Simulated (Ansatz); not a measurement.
**HfO2: band structure with PBE**

HfO2:

```
Hf O
1.0
     3.55802    0.00000    0.00000
     0.00000    3.55802    0.00000
     0.00000    0.00000    5.17186
Hf O
2 4
Direct
  0.00000 0.00000 0.00000
  0.50000 0.50000 0.50000
  0.00000 0.50000 0.19721
  0.50000 0.00000 0.30279
  0.50000 0.00000 0.80279
  0.00000 0.50000 0.69721
```

Measurements of this composition are mostly on another form, of space group No. 14.

```
Program                             : Ansatz 0.2.0
Task                                : band structure
Functional                          : PBE
Potentials or basis                 : Ansatz PAW
Cutoff                              : 420 eV (not typed: the program's choice for these potentials)
k mesh                              : 8 × 8 × 5
Occupations                         : fermi-dirac, width 0.05 eV
Spin                                : no spin polarisation
Path                                : [["G", "X", "M", "G", "Z", "R", "A", "Z"], ["X", "R"], ["M", "A"]]
Points for each segment of the path : 14
```

* Pressure: 10.0 GPa
* Largest force: 0.140 eV/Å
* Band gap on the k mesh: 4.78 eV, indirect (least direct gap 4.84 eV)
* Band gap along the path: 4.77 eV, indirect (least direct gap 4.84 eV)

Forces on the atoms (eV/Å):
```
Hf   0.000  0.000  0.000
Hf   0.000  0.000  0.000
O    0.000  0.000  0.140
O    0.000  0.000 -0.140
O    0.000  0.000 -0.140
O    0.000  0.000  0.140
```

Stress tensor (GPa, compression positive):
```
10.31  0.00  0.00
 0.00 10.31  0.00
 0.00  0.00  9.39
```

Levels at the corners of the path, in eV from the valence-band top:
```
point  band 36  band 37  band 38  band 39  band 40  band 41
    Γ    -0.12    -0.07    -0.07     4.77     4.79     6.02
    X    -1.40    -0.14    -0.14     5.18     5.18     6.21
    M    -0.80    -0.50    -0.50     5.81     5.81     6.20
    Γ    -0.12    -0.07    -0.07     4.77     4.79     6.02
    Z    -0.63     0.00     0.00     5.44     5.44     5.75
    R    -1.37    -0.94    -0.94     5.32     5.32     5.68
    A    -1.43    -0.01    -0.01     6.03     6.03     6.35
    Z    -0.63     0.00     0.00     5.44     5.44     5.75
    X    -1.40    -0.14    -0.14     5.18     5.18     6.21
    R    -1.37    -0.94    -0.94     5.32     5.32     5.68
    M    -0.80    -0.50    -0.50     5.81     5.81     6.20
    A    -1.43    -0.01    -0.01     6.03     6.03     6.35
```

It took 7.8 s on 2 threads of AMD EPYC 7R13 Processor (Zen 3), with other jobs on the host, peak memory 0.51 GiB.

Caveat: the pressure holds a Pulay correction of +0.8 GPa for the finite cutoff; spin-orbit coupling is left out, which moves the levels of the heavy elements.
